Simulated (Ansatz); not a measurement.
# HfN (Fm-3m) in Ansatz: further runs

Runs on HfN. Level: PBE. Tasks: single point.

Program: Ansatz 0.2.0. These are calculated values, not measurements. Logs are shortened: lines on timing, memory, paths and dates and some standing lists are left out, and cuts for length are marked.

### 1 The structure

Symmetry: Fm-3m, No. 225, cubic system. The conventional cell has a = 4.512 Å, b = 4.512 Å, c = 4.512 Å, α = 90.00°, β = 90.00°, γ = 90.00°. Hf (site symmetry m-3m) has 6 N at 2.26 Å as nearest neighbours. Around N (site symmetry m-3m) lie 6 Hf at 2.26 Å.

### 2 Single point, PBE

File input.yaml:

```yaml
crystal:
  lattice:
    - [0.0, 2.256, 2.256]
    - [2.256, 0.0, 2.256]
    - [2.256, 2.256, 0.0]
  atoms:
    - { symbol: Hf, position: [0.0, 0.0, 0.0] }
    - { symbol: "N", position: [0.5, 0.5, 0.5] }
kpoints:
  mp_grid: { grid: [5, 5, 5] }
scf:
  occupations: { method: fermi_dirac, width: 0.03 }
hamiltonian:
  xc: pbe
  pseudopotentials: { kind: all_electron, lapw: { basis_error: 0.004 } }
output:
  forces: true
  stress: true
  eigenvalues: true
```

Potentials or basis: all-electron LAPW, scalar-relativistic.

Run with:

```bash
> ansatz run input.yaml --threads 1 --pin off --max-ram 3072MiB --backend cpu --events-out ev --progress --plain --runs-dir out
```

Log:

```text
Warning: RAYON_NUM_THREADS=1 ignored (pool sized by the plan → 1); use --threads N
LAPW: plane waves up to 8.737 Å⁻¹, error target 4.0e-3 eV per atom; small_component_spin mean_spin; N in spheres of 0.949 Å, 7 of its electrons in bands, Dirac shells []; Hf in spheres of 1.307 Å, 42 of its electrons in bands, Dirac shells [] (how accurate: hamiltonian.pseudopotentials.lapw.basis_error, Limitations)
Engine: ansatz 0.2.0, aarch64-unknown-linux-gnu
Pseudopotentials: kind: all_electron
Pseudopotential: Hf, LAPW, valence charge 42, lapw/all_electron/scalar/gaussian/Hf, Koelling and Harmon's equation, gaussian nucleus
Pseudopotential: N, LAPW, valence charge 7, lapw/all_electron/scalar/gaussian/N, Koelling and Harmon's equation, gaussian nucleus
Functional definition: PBE
  parameter kappa = 0.804
  parameter beta = 0.06672455060314922
  exchange = pbe_x(kappa = kappa, mu = beta*pi^2/3)
  correlation = pbe_c(beta = beta)
Crystal: 2 atoms, lattice volume = 22.964 Å³
Basis set: ecut = 290.8467379643157 eV, 259 PW (Γ), exchange–correlation at level 2
Bands: 30, of which v1, the nominal top of the filled ones, is band 25 counted from 1 (24 counted from 0)
Symmetry: 48 space group operations
Space group: Fm-3m (ITA 225), of the structure as read, at distance tolerance 2.8e-5 Å
k-points: 10 of 125
Non-local potential: Hf, projectors of the file, none
Non-local potential: N, projectors of the file, none
Initial density: superposition of atomic densities (chi_scale 0.1, normalization cell, long waves kept (reshape's long-wave potential 0.00 eV rms))
Initial wavefunctions: plane waves of lowest kinetic energy (no species holds an atomic orbital)
Functional: x = pbe(κ = 0.804, μ = 0.2195149727645171), c = pbe(β = 0.06672455060314922)
iter 1 solved again at ethr=9.58e-3 eV; its pass at ethr=1.00e-1 eV (dr2=4.69e0 eV) is discarded
SCF iter   1: F=—  HF=-411745.663601 eV  |F-HF|=—  |Δ(HF+E_count)|=         —  Δρ=1.26e-1  dr2=4.69e0  ethr=9.58e-3  ⟨swp⟩=2.0  Hψ=1837  notcnv=0
preconditioner: auto → none  [insulator: Δε(μ)=0.300 eV  Ē_g=19.223 eV  σ=0.030 eV  W_gap=0.60  n_scr=14 (ndim 8)  ℏωp=41.7 eV  f_vac=0.000  D(μ)=3.06/eV (n_scr^D=58)  ε∞_Penn≈5.7]
SCF iter   2: F=—  HF=-411744.734636 eV  |F-HF|=—  |Δ(HF+E_count)|=   9.29e-1  Δρ=7.71e-2  dr2=1.52e0  ethr=9.58e-3  ⟨swp⟩=3.0  Hψ=900  notcnv=0
iter 3 solved again at ethr=1.27e-4 eV; its pass at ethr=3.10e-3 eV (dr2=6.25e-2 eV) is discarded
SCF iter   3: F=—  HF=-411743.716148 eV  |F-HF|=—  |Δ(HF+E_count)|=    1.02e0  Δρ=1.50e-2  dr2=6.25e-2  ethr=1.27e-4  ⟨swp⟩=2.0  Hψ=1546  notcnv=0
SCF iter   4: F=—  HF=-411743.714265 eV  |F-HF|=—  |Δ(HF+E_count)|=         —  Δρ=1.31e-3  dr2=2.72e-4  ethr=1.27e-4  ⟨swp⟩=2.0  Hψ=944  notcnv=0
the basis was enlarged: its passes take 137.7 KiB over the memory plan, 1 of 1 planned eigensolver slots
SCF iter   5: F=—  HF=-411743.705000 eV  |F-HF|=—  |Δ(HF+E_count)|=   9.26e-3  Δρ=3.28e-3  dr2=3.31e-3  ethr=5.55e-7  ⟨swp⟩=3.0  Hψ=1004  notcnv=0
SCF iter   6: F=—  HF=-411743.703641 eV  |F-HF|=—  |Δ(HF+E_count)|=   1.36e-3  Δρ=2.90e-4  dr2=2.21e-5  ethr=5.55e-7  ⟨swp⟩=3.0  Hψ=934  notcnv=0
SCF iter   7: F=—  HF=-411743.703643 eV  |F-HF|=—  |Δ(HF+E_count)|=   2.45e-6  Δρ=2.82e-5  dr2=5.51e-8  ethr=4.52e-8  ⟨swp⟩=2.0  Hψ=894  notcnv=0
SCF iter   8: F=-411743.703643 eV  HF=-411743.703643 eV  |F-HF|=1.98e-9  |Δ(HF+E_count)|=   2.14e-7  Δρ=2.67e-6  dr2=6.05e-10  ethr=1.12e-10  ⟨swp⟩=3.0  Hψ=943  notcnv=0
SCF 1 converged in 8 iterations: F = -411743.703643 eV  dr2 = 6.05e-10
SCF converged after 8 iterations
Free energy (F): -411743.703643 eV
Harris-Foulkes:  -411743.703643 eV  (|F-HF|=1.98e-9)
Internal energy: -411743.695598 eV  (E = F + TS)
E sigma→0 (E₀):  -411743.699621 eV
Entropy (-TS):   -0.008045 eV (-4.023 meV/atom)
Fermi energy:    24.443406 eV
--- Per-component energies (eV) ---
  E_band       = -4386.911232
  E_kinetic    = 457970.580030
  E_xc         = -8605.570655
  E_electrostatic = -861108.704974  (all electrons and nuclei)
  E_smearing   = -0.008045  (= −TS)
  E_closure    = 0.000000  (closes the sum)
  E_atoms      = -411724.663545  (free atoms, spherical and without spin; not in F)
  Σ components = -411743.703643   (vs F -411743.703643, Δ=0.00e0)
  Basis errors (estimates in eV, not in F): energy 1.3e-3 per atom: plane waves 1.1e-3 (6.4e-4 summed), levels above the bands 9.0e-139, relativity 9.3e-8, radial functions 1.8e-4, core shells 4.5e-7; eigenvalues (radial functions only) 1.1e-5; not estimated: angular momenta, meshes, grids; target (lapw.basis_error) 4.0e-3; muffin-tin radii N 0.949 Å, Hf 1.307 Å
--- Forces (eV/Å), atoms counted from 1 ---
  atom   1  Hf    -0.00000000     0.00000000    -0.00000000
  atom   2  N      0.00000000    -0.00000000     0.00000000
  max |Σ_I F_I| component: 6.57e-31 eV/Å
--- Stress (GPa, compression-positive) ---
        6.535221       0.000000      -0.000000
        0.000000       6.535221      -0.000000
       -0.000000      -0.000000       6.535221
  P = ⅓ Tr σ = 6.5352 GPa (65.352 kbar)
--- Band table (eV; the first three rows and the last of 10) ---
  k-point 0: bands = ["-353.4197", "-349.8528", "-349.8528", "-349.8528", "-177.7205", "-177.7205", "-177.7181", "-177.7181", "-177.7181", "-38.3906", "-6.7907", "-6.7907", "-6.7907", "6.7954", "11.6669", "11.6669", "11.6669", "11.6992", "11.8006", "11.8006", "11.8006", "21.4010", "21.4010", "21.4010", "23.9719", "23.9719", "23.9719", "26.1425", "26.3008", "26.3008"]
  k-point 1: bands = ["-353.4197", "-349.8528", "-349.8528", "-349.8528", "-177.7205", "-177.7205", "-177.7181", "-177.7181", "-177.7181", "-38.3692", "-7.1496", "-6.8212", "-6.8212", "7.6172", "11.6844", "11.6982", "11.6982", "11.7191", "11.7760", "11.7760", "11.8017", "18.7848", "19.8095", "19.8095", "24.6211", "25.1283", "25.1283", "28.2874", "28.7180", "28.7180"]
  k-point 2: bands = ["-353.4197", "-349.8528", "-349.8528", "-349.8528", "-177.7205", "-177.7205", "-177.7181", "-177.7181", "-177.7181", "-38.3342", "-7.6790", "-6.8700", "-6.8700", "9.0599", "11.7299", "11.7299", "11.7453", "11.7668", "11.7668", "11.8034", "11.8616", "15.9161", "18.3104", "18.3104", "26.5292", "27.4805", "27.4805", "29.6026", "32.3447", "32.3447"]
  k-point 9: bands = ["-353.4197", "-349.8528", "-349.8528", "-349.8528", "-177.7205", "-177.7205", "-177.7181", "-177.7181", "-177.7181", "-38.3129", "-7.4736", "-7.2427", "-7.0509", "8.5198", "11.7165", "11.7296", "11.7438", "11.7513", "11.7645", "11.7747", "11.8181", "17.6396", "18.8450", "18.9725", "24.4460", "26.9443", "29.3632", "29.4675", "31.6030", "34.2099"]
```

Run time: 3 s. Hardware: 1 thread of Arm Neoverse V2, shared host; peak memory 0.23 GiB.

Results:

```
Free energy            : -411743.7036 eV
Pressure               : 6.5 GPa
Band gap on the k mesh : none (metal or under the smearing width)
```

Caveat: the k mesh is coarse (spacing up to 0.48 Å⁻¹), so the values aren't converged; the k mesh is thin for a metal, which can move the energy by tens of meV per atom.

### 3 Single point, PBE

File input.yaml:

```yaml
crystal:
  lattice:
    - [0.0, 2.256, 2.256]
    - [2.256, 0.0, 2.256]
    - [2.256, 2.256, 0.0]
  atoms:
    - { symbol: Hf, position: [0.0, 0.0, 0.0] }
    - { symbol: "N", position: [0.5, 0.5, 0.5] }
kpoints:
  mp_grid: { grid: [10, 10, 10] }
scf:
  occupations: { method: gaussian, width: 0.011 }
hamiltonian:
  xc: pbe
  pseudopotentials: { kind: all_electron, lapw: { basis_error: 0.001 } }
output:
  forces: true
  stress: true
  eigenvalues: true
```

Potentials or basis: all-electron LAPW, scalar-relativistic.

Run with:

```bash
> ansatz run input.yaml --threads 1 --pin off --max-ram 3072MiB --backend cpu --events-out ev --progress --plain --runs-dir out
```

Log:

```text
Warning: RAYON_NUM_THREADS=1 ignored (pool sized by the plan → 1); use --threads N
LAPW: plane waves up to 9.495 Å⁻¹, error target 1.0e-3 eV per atom; small_component_spin mean_spin; N in spheres of 0.953 Å, 7 of its electrons in bands, Dirac shells []; Hf in spheres of 1.303 Å, 42 of its electrons in bands, Dirac shells [] (how accurate: hamiltonian.pseudopotentials.lapw.basis_error, Limitations)
[... 9 set-up lines as earlier in the session ...]
Crystal: 2 atoms, lattice volume = 22.964 Å³
Basis set: ecut = 343.5230470012241 eV, 331 PW (Γ), exchange–correlation at level 2
Bands: 30, of which v1, the nominal top of the filled ones, is band 25 counted from 1 (24 counted from 0)
[... 2 set-up lines as earlier in the session ...]
k-points: 47 of 1000
[... 27 lines left out ...]
  E_kinetic    = 457970.529318
  E_xc         = -8605.577192
  E_electrostatic = -861108.634026  (all electrons and nuclei)
  E_smearing   = -0.000047  (= −TS)
  E_closure    = 0.000000  (closes the sum)
  E_atoms      = -411724.663545  (free atoms, spherical and without spin; not in F)
  Σ components = -411743.681947   (vs F -411743.681947, Δ=0.00e0)
  Basis errors (estimates in eV, not in F): energy 3.3e-4 per atom: plane waves 2.9e-4 (1.6e-4 summed), levels above the bands 0.0e0, relativity 6.8e-8, radial functions 3.9e-5, core shells 4.9e-7; eigenvalues (radial functions only) 5.6e-6; not estimated: angular momenta, meshes, grids; target (lapw.basis_error) 1.0e-3; muffin-tin radii N 0.953 Å, Hf 1.303 Å
--- Forces (eV/Å), atoms counted from 1 ---
  atom   1  Hf     0.00000000    -0.00000000    -0.00000000
  atom   2  N      0.00000000    -0.00000000    -0.00000000
  max |Σ_I F_I| component: 1.58e-30 eV/Å
--- Stress (GPa, compression-positive) ---
        6.658106       0.000000      -0.000000
        0.000000       6.658106       0.000000
       -0.000000       0.000000       6.658106
  P = ⅓ Tr σ = 6.6581 GPa (66.581 kbar)
--- Band table (eV; the first three rows and the last of 47) ---
  k-point 0: bands = ["-353.4344", "-349.8407", "-349.8407", "-349.8407", "-177.7084", "-177.7084", "-177.7057", "-177.7057", "-177.7057", "-38.3779", "-6.7794", "-6.7794", "-6.7794", "6.7914", "11.6789", "11.6789", "11.6789", "11.7118", "11.8130", "11.8130", "11.8130", "21.3955", "21.3955", "21.3955", "23.9755", "23.9755", "23.9755", "26.1417", "26.3063", "26.3063"]
  k-point 1: bands = ["-353.4344", "-349.8407", "-349.8407", "-349.8407", "-177.7084", "-177.7084", "-177.7057", "-177.7057", "-177.7057", "-38.3720", "-6.8816", "-6.7879", "-6.7879", "7.0157", "11.6814", "11.6873", "11.6873", "11.7169", "11.8059", "11.8059", "11.8133", "20.4637", "20.8328", "20.8328", "24.2201", "24.3080", "24.3080", "26.8413", "27.0505", "27.0505"]
  k-point 2: bands = ["-353.4344", "-349.8407", "-349.8407", "-349.8407", "-177.7084", "-177.7084", "-177.7057", "-177.7057", "-177.7057", "-38.3565", "-7.1387", "-6.8099", "-6.8099", "7.6132", "11.6964", "11.7103", "11.7103", "11.7316", "11.7884", "11.7884", "11.8141", "18.7821", "19.8063", "19.8063", "24.6237", "25.1321", "25.1321", "28.2856", "28.7214", "28.7214"]
  k-point 46: bands = ["-353.4344", "-349.8407", "-349.8407", "-349.8407", "-177.7084", "-177.7084", "-177.7057", "-177.7057", "-177.7057", "-38.2950", "-7.4194", "-7.2673", "-7.1279", "8.3863", "11.7305", "11.7396", "11.7440", "11.7658", "11.7677", "11.7905", "11.8239", "18.3922", "18.8012", "18.9589", "24.3167", "26.6651", "29.7578", "29.9034", "30.6589", "34.3362"]
```

Wall time 11 s (1 thread of Arm Neoverse V2, shared host); peak memory 0.33 GiB.

Results:

* Free energy: -411743.6819 eV
* Pressure: 6.7 GPa
* Band gap on the k mesh: none (metal or under the smearing width)

Spin-orbit coupling is left out, which matters for the levels of Hf.
